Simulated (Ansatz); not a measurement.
# Tc: how the settings move a single-point run

How sensitive is a single-point run of Tc to its settings? A reference run comes first, then one run with altered input.

Computed with Ansatz 0.2.0 (reference: DFT, PBE, all-electron LAPW, scalar-relativistic, unless a step's input says otherwise).

## 1. The starting structure

Symmetry: Fm-3m, No. 225, cubic system. The conventional cell has a = 3.834 Å, b = 3.834 Å, c = 3.834 Å, α = 90.00°, β = 90.00°, γ = 90.00°. Tc (site symmetry m-3m) is surrounded by 12 Tc at 2.71 Å.

Coordinates:

```cif
data_structure
_symmetry_space_group_name_H-M 'P 1'
_symmetry_Int_Tables_number 1
_cell_length_a 2.7110
_cell_length_b 2.7110
_cell_length_c 2.7110
_cell_angle_alpha 60.000
_cell_angle_beta 60.000
_cell_angle_gamma 60.000
_cell_volume 14.09
loop_
_atom_site_label
_atom_site_type_symbol
_atom_site_fract_x
_atom_site_fract_y
_atom_site_fract_z
_atom_site_occupancy
Tc1 Tc 0.00000 0.00000 0.00000 1
```

## 2. Baseline

input.yaml

```yaml
crystal:
  lattice:
    - [0.0, 1.9169427664, 1.9169427664]
    - [1.9169427664, 0.0, 1.9169427664]
    - [1.9169427664, 1.9169427664, 0.0]
  atoms:
    - { symbol: Tc, position: [0.0, 0.0, 0.0] }
kpoints:
  mp_grid: { grid: [18, 18, 18] }
scf:
  occupations: { method: fermi_dirac, width: 0.03 }
hamiltonian:
  xc: pbe
  pseudopotentials: { kind: all_electron, lapw: { basis_error: 0.00025 } }
output:
  forces: true
  stress: true
  eigenvalues: true
```

Run with:

```
$ ansatz run input.yaml --threads 1 --pin off --max-ram 2048MiB --backend cpu --events-out ev --progress --plain --runs-dir out
```

## 3. Changed: n_extra_bands 1, hubbard.sites [{species: Tc, l: d, u_eff: 8.0}], hubbard.double_counting amf

Edit input.yaml of step 2 so:

```diff
@@ -11,2 +11,3 @@
   occupations: { method: fermi_dirac, width: 0.03 }
+  n_extra_bands: 1
 hamiltonian:
@@ -14,2 +15,3 @@
   pseudopotentials: { kind: all_electron, lapw: { basis_error: 0.00025 } }
+  hubbard: { sites: [{ species: Tc, l: d, u_eff: 8.0 }], double_counting: amf }
 output:
```

What does the calculation give? Wanted: for each run, ending; energy change; pressure; gap; force.

The runs gave:

```csv
run,ending,energy change,pressure (GPa),gap (eV),force (eV/Å),cycles,time
reference,converged,0,9.3,0.00,0.00,6,20 s
"1: n_extra_bands 1, hubbard.sites [{species: Tc, l: d, u_eff: 8.0}], hubbard.double_counting amf",converged,-440.2 meV/atom (U changed: no physical gain or loss),26.1,0.00,0.00,13,37 s
```

Residual by cycle in the longest SCF loop of each run; runs are numbered as in the table. The quantity is the density residual dr2, in eV.

```csv
cycle,reference,run 1
1,0.0377,0.0377
2,0.00915,0.0135
3,0.00216,0.00435
4,2.6e-4,9.8e-4
5,8.7e-6,9.7e-5
6,8.3e-8,2.9e-4
8,-,2.2e-7
9,-,4.2e-8
10,-,3.8e-9
11,-,2.0e-10
12,-,2.3e-11
13,-,4.3e-13
```

Changing the band count and Hubbard U moves the energy by -440.2 meV/atom, and the pressure goes from 9.3 to 26.1 GPa. The U term adds an energy of its own, so the shift says nothing about which run is better. Cost: 13 SCF cycles against 6, 37 s against 20 s. A changed U is a change of model: its shifts are not errors of convergence.
